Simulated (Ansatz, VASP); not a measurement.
**Two plane-wave programs on As**

File INCAR:

```
PREC = Accurate
ENCUT = 520
EDIFF = 1E-6
ISMEAR = -1
SIGMA = 0.1
LREAL = F
LASPH = T
NELM = 60
ALGO = Normal
ISIF = 2
LWAVE = F
LCHARG = F
GGA = RP
NBANDS = 8
```

KPOINTS

```
regular mesh
0
Gamma
  14 14 14
```

POSCAR

```
As
1.0
    0.0000000000      2.1734942037      2.1734942037
    2.1734942037      0.0000000000      2.1734942037
    2.1734942037      2.1734942037      0.0000000000
As
1
Direct
    0.0000000000      0.0000000000      0.0000000000
```

Input for Ansatz:

```yaml
crystal:
  lattice:
    - [0.0, 2.1734942037, 2.1734942037]
    - [2.1734942037, 0.0, 2.1734942037]
    - [2.1734942037, 2.1734942037, 0.0]
  atoms:
    - { symbol: As, position: [0.0, 0.0, 0.0] }
hamiltonian:
  xc: rpbe
  pseudopotentials:
    kind: paw
    azcp:
      As: "pseudopotentials/As.paw.azcp"
basis:
  ecutwfc: 420
  fft_grid_basis: typed
kpoints:
  mp_grid: { grid: [14, 14, 14], shift: [0, 0, 0] }
magnetization:
  spin_polarized: false
scf:
  occupations: { method: fermi_dirac, width: 0.1 }
  lower_state_search: "off"
output:
  stress: true
```

Alike in both runs: task single point; functional RPBE; k mesh 14 × 14 × 14; occupations fermi-dirac, width 0.1 eV; no spin polarisation.

|  | VASP | Ansatz |
| --- | --- | --- |
| version | VASP 6.6.1 | Ansatz 0.2.0 |
| potentials or method | VASP PAW PBE potentials, release 64 (As) | plane waves (420 eV) with PAW, scalar-relativistic |
| plane-wave cutoff (eV) | 520 | 420 |
| valence electrons in the cell | 5 | 15 |

|  | VASP | Ansatz | Ansatz less VASP |
| --- | --- | --- | --- |
| pressure (GPa) | -2.7 | -2.7 | +0.04 |

With one functional, cell and mesh, what is left measures potentials, basis and numerics. The two sets of potentials don't hold the same shells in valence.

Caveats: the PAW data sets were made with another functional, which shifts forces and pressure a little (VASP).
